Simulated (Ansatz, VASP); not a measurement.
# AlN: VASP beside Ansatz

```
CELL_PARAMETERS angstrom
3.08862 0.00000 0.00000
-1.54431 2.67482 0.00000
0.00000 0.00000 4.87783
ATOMIC_POSITIONS crystal
Al 0.33333 0.66667 0.00014
Al 0.66667 0.33333 0.50014
N 0.33333 0.66667 0.38486
N 0.66667 0.33333 0.88486
```

Change from the starting cell: engineering shear strain xz +0.0000, normal strain along z -0.0133.

Alike in both runs: functional LDA; k mesh 9 × 9 × 6; occupations gaussian, width 0.05 eV; no spin polarisation.

Ansatz relaxed the structure, and its values are those at the end. VASP's run is a single point on that final structure, the one shown.

```csv
,VASP,Ansatz
version,VASP 6.6.1,Ansatz 0.2.0
potentials or method,"VASP PAW LDA potentials, release 64 (Al, N)","scalar-relativistic, plane waves, PAW"
plane-wave cutoff (eV),520,520
valence electrons in the cell,16,16
```

VASP gave:

```
gap on the k mesh at the Fermi level (eV) : 4.46
least direct gap on the mesh (eV)         : 4.46
pressure (GPa)                            : 3.4
rms of the force components (eV/Å)        : 0.004
```

Problem. Estimate Ansatz's values.

Solution. gap on the k mesh at the Fermi level (eV): 4.46; least direct gap on the mesh (eV): 4.46; pressure (GPa): 2.7; rms of the force components (eV/Å): 0.003.

Ansatz warned: «pseudo_functional_mismatch».

Caveats: an odd mesh through Γ misses points on the zone boundary, where band edges often lie.
